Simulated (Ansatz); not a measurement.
The system is Te2Pt (Moncheite).

```
Pt Te
1.0
     4.01000    0.00000    0.00000
    -2.00500    3.47276    0.00000
     0.00000    0.00000    5.20100
Pt Te
1 2
Direct
  0.00000 0.00000 0.00000
  0.66667 0.33333 0.75000
  0.33333 0.66667 0.25000
```

Base run:

| Property | Result |
| --- | --- |
| Program | Ansatz 0.2.0 |
| Functional | r2SCAN |
| Potentials or basis | Ansatz PAW |
| Cutoff | 500 eV (not typed: the program's choice for these potentials) |
| k mesh | 8 × 8 × 5 |
| Occupations | fermi-dirac, width 0.05 eV |
| Spin | no spin polarisation |

Its results: band gap on the k mesh none (metal or under the smearing width); pressure 7.0 GPa; largest force 0.845 eV/Å.

Problem. The run is repeated on the same cell with these changes: functional from r2SCAN to PBE; cutoff from 500 eV (not typed: the program's choice for these potentials) to 420 eV (not typed: the program's choice for these potentials); occupations from fermi-dirac, width 0.05 eV to gaussian, width 0.012 eV. What comes out?

Solution. Band gap on the k mesh none (metal or under the smearing width); pressure 8.7 GPa; largest force 0.974 eV/Å.

Caveats: spin-orbit coupling is left out, which moves the levels of the heavy elements (some runs); the PAW data sets come from PBE, with cores solved anew for the run's functional, which leaves a small shift of forces and pressure (some runs).
